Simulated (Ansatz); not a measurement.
Runs of Ansatz 0.2.0 on ZrC. The typed cell holds 2 atoms: a = 3.314 Å, b = 3.358 Å, c = 3.361 Å, α = 58.36°, β = 59.44°, γ = 59.68°. 

```csv
screening (1/Å),gap on the mesh (eV),largest force (eV/Å)
0.3,none,0.17
0.6,none,(a)
0.15,none,0.16
0.1,none,0.16
0.2,none,0.16
```

Alike in all rows: task single point; level HSE06 form with a typed share of exact exchange; potentials or basis Ansatz PAW; no spin polarisation; cell all atoms moved at random, sigma 0.02 Å a component, cell strained at random, sigma 0.01; k mesh 5 × 5 × 5; cutoff (eV) 420; smearing fermi-dirac 0.05 eV; the mesh is coarse, so values aren't converged.

Question: Fill in the values left out.

Answer: (a) 0.18.

Caveats: all runs use coarse meshes; the PAW data sets come from PBE, with cores solved anew for the run's functional, which leaves a small shift of forces and pressure.

A k mesh can miss the band edges, and the runs leave out spin-orbit coupling on Zr.

A gap of «none» marks a metal or a gap under the smearing width.

Not every run made on this cell is shown here.
